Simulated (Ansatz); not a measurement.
The system is Y.

```
Y
1.0
     3.64740    0.00000    0.00000
    -1.82370    3.15874    0.00000
     0.00000    0.00000    5.73060
Y
2
Direct
  0.66667 0.33333 0.75000
  0.33333 0.66667 0.25000
```

Base run:

| Property | Result |
| --- | --- |
| Program | Ansatz 0.2.0 |
| Functional | revPBE |
| Potentials or basis | Ansatz PAW |
| Cutoff | 420 eV (not typed: the program's choice for these potentials) |
| k mesh | 8 × 8 × 5 |
| Occupations | fermi-dirac, width 0.05 eV |
| Spin | no spin polarisation |

Its results: band gap on the k mesh none (metal or under the smearing width); pressure 1.0 GPa.

The run is repeated on the same cell with these changes: functional from revPBE to PBEsol. What comes out?

Band gap on the k mesh none (metal or under the smearing width); pressure -2.0 GPa.

PBEsol binds more tightly than revPBE, so the same cell stands under less pressure.

Caveats: the PAW data sets come from PBE, with cores solved anew for the run's functional, which leaves a small shift of forces and pressure.
